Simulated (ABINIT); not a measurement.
A run of ABINIT 10.8.3 (patched build) is set up as follows.

The input run.abi:

```
pp_dirpath "./"
pseudos "Mn.LDA_PW-JTH.xml, O.LDA_PW-JTH.xml"

acell 3*1.0 Angstrom
rprim
     0.0000000000     2.2239077028     2.2239077028
     2.2239077028     0.0000000000     2.2239077028
     2.2239077028     2.2239077028     0.0000000000
ntypat 2
znucl 25 8
natom 2
typat 1 2
chkprim 0
chksymtnons 0
tolsym 1.0e-6
xred
            0.0            0.0            0.0
            1/2            1/2            1/2

ecut 26.0
pawecutdg 48.0
ecutsm 0.5

kptopt 1
ngkpt 8 8 8
nshiftk 1
shiftk 0.0 0.0 0.0

ixc 7

nband 16
occopt 3
tsmear 0.05 eV

nsppol 2
spinat
     0.0000000000     0.0000000000     4.0000000000
     0.0000000000     0.0000000000     0.0000000000

nstep 80
tolvrs 1.0e-10

iomode 3
prteig 0
prtebands 0
prtwf 0
prtden 0

ionmov 2
optcell 2
ntime 50
tolmxf 2.0e-5
dilatmx 1.08
```

Potentials or basis: JTH PAW LDA v2.0.

Launch:

```bash
$ mpirun --bind-to none -np 4 abinit run.abi > log 2>&1
```

**Question.** Predict the net moment.

**Answer.** 3.93 μB per cell.

**Question.** What does it give for the band gap on the k mesh?

**Answer.** None (metal or under the smearing width).

**Question.** What does it give for the relaxed cell?

**Answer.** a = 2.977 Å, b = 2.977 Å, c = 2.977 Å, α = 60.00°, β = 60.00°, γ = 60.00°.

**Question.** Estimate the site moments.

**Answer.** Mn +3.56; O +0.14 μB.

Step by step:
| step | energy change (eV) | largest force (eV/Å) | pressure (GPa) | volume (Å³) |
| --- | --- | --- | --- | --- |
| 1 | 0.0000 | 0.0000 | -15.60 | 22.00 |
| 2 | -0.0837 | 0.0000 | -11.07 | 20.96 |
| 3 | -0.1830 | 0.0000 | -2.17 | 18.92 |
| 4 | -0.1841 | 0.0000 | 1.44 | 18.49 |
| 5 | -0.1848 | 0.0000 | -0.06 | 18.66 |
| 6 | -0.1848 | 0.0000 | 0.00 | 18.65 |

Caveat: the volume moved by over 15 % at a fixed basis, so the end points are rough; a cell with one magnetic atom can't hold antiferromagnetic order, which such compounds often take; semilocal functionals often make such compounds metallic where correlation or magnetic order opens a gap, which also shifts bond lengths. With open d or f shells a metallic result of LDA can be an artefact of self-interaction; +U or a hybrid may open a gap.
